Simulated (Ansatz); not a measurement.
**Elastic constants of InAs at 15 GPa (stress–strain coefficients): input and output**

These are results of DFT PBE, scalar-relativistic, plane waves, PAW in Ansatz 0.2.0, not measurements.

Launched with:
```bash
ansatz run input.yaml --threads 1 --pin off --max-ram 3072MiB --backend cpu --events-out ev --progress --plain --runs-dir out
```

Input (bare energies are in eV):
```yaml
crystal:
  lattice:
    - [0.0, 2.898707252, 2.898707252]
    - [2.898707252, 0.0, 2.898707252]
    - [2.898707252, 2.898707252, 0.0]
  atoms:
    - { symbol: In, position: [0.0, 0.0, 0.0] }
    - { symbol: As, position: [0.75, 0.75, 0.75] }
basis:
  ecutwfc: 420
kpoints:
  mp_grid: { grid: [12, 12, 12] }
hamiltonian:
  xc: pbe
scf:
  occupations: { method: fermi_dirac, width: 0.15 }
output:
  forces: true
  stress: true
  eigenvalues: true
elastic:
  mode: relaxed_ion
  amplitude: 0.005
```

From the output:
```
--- Elastic constants: 2 strain directions × 4 members + reference (group order 24) ---
  dense FFT box of the reference and of every strained cell: 30×30×30
  strains applied: 11, 23; error gains: componentwise 1.00 (the most a stress slope's error grows in a printed constant), spectral 1.73 (1 for all six strains in a standard setting)
  C = ∂σ_k/∂η_j (tension-positive GPa; Voigt order 11 22 33 23 13 12):
       128.197    103.859    103.859     -0.000     -0.000     -0.000
       103.859    128.197    103.859     -0.000      0.000     -0.000
       103.859    103.859    128.197     -0.000     -0.000      0.000
        -0.000     -0.000     -0.000     31.443      0.000     -0.000
        -0.000     -0.000     -0.000     -0.000     31.443     -0.000
         0.000     -0.000      0.000     -0.000     -0.000     31.443
  reference stress σ⁰ (GPa):    -14.996    -14.996    -14.996     -0.000      0.000      0.000
  C* (energy form; C + prestress term) asymmetry max|C*_kj − C*_jk| = 1.421e-14 GPa — a small one proves nothing (zero by symmetry where the batch's group is 432, −43m or m−3m); a large one is finite-difference/SCF noise where every solve ...
  moduli (Voigt/Reuss/Hill, GPa): K = 111.97/111.97/111.97   G = 23.73/19.25/21.49   E = 60.60   ν = 0.410
  mechanically stable: yes (min eigenvalue of sym C = 24.34 GPa)
  strain η (Voigt 11):  stress-route row diagonal C_11 = 128.20 GPa, energy-path curvature d²(F+E_count+ΔE)/dδ²/Ω₀ = 128.20 GPa
    cells at ±δ against ±2δ: C31 103.87 and 103.90 GPa, apart by 0.02 % of the column's largest entry
         δ    σ_11 (GPa) F (eV) n_scf n_hpsi n_pw
    -1.000e-2     -16.2896      -10454.0148071       9   63258    960   relax 0 steps, max|allowed force component| 3.12e-17 eV/Å
    -5.000e-3     -15.6398      -10454.0390754       4   43805    960   relax 0 steps, max|allowed force component| 3.12e-17 eV/Å
     5.000e-3     -14.3579      -10454.0846769       4   43517    973   relax 0 steps, max|allowed force component| 9.54e-17 eV/Å
     1.000e-2     -13.7261      -10454.1060224       6   48165    982   relax 0 steps, max|allowed force component| 3.12e-17 eV/Å
  strain η (Voigt 23):  stress-route row diagonal C_44 = 31.44 GPa, energy-path curvature d²(F+E_count+ΔE)/dδ²/Ω₀ = 38.95 GPa
    cells at ±δ against ±2δ: C44 31.44 and 31.45 GPa, apart by 0.01 % of the column's largest entry
         δ    σ_23 (GPa) F (eV) n_scf n_hpsi n_pw
    -1.000e-2      -0.3145      -10454.0617692       2   53162    966   relax 3 steps, max|allowed force component| 1.22e-5 eV/Å
    -5.000e-3      -0.1572      -10454.0622148       3   55894    966   relax 2 steps, max|allowed force component| 2.13e-5 eV/Å
     5.000e-3       0.1572      -10454.0622148       3   55930    966   relax 2 steps, max|allowed force component| 3.69e-9 eV/Å
     1.000e-2       0.3145      -10454.0617692       2   53130    966   relax 2 steps, max|allowed force component| 2.55e-5 eV/Å
```

The run took 94 s on 1 thread of AMD EPYC 9R45 96-Core Processor (Zen 5) (shared host), peak memory 0.62 GiB.

With next to no gap, frequencies and elastic constants depend on the k mesh and the smearing, soft modes and shear constants most. The real crystal has changed phase below this pressure.

On the mesh the filled and empty bands stay 0.45 eV apart, little enough for the smearing to populate both, so at this level the crystal is a narrow-gap semiconductor or semimetal, not an ordinary metal; spin–orbit coupling, left out, can open or move such a gap.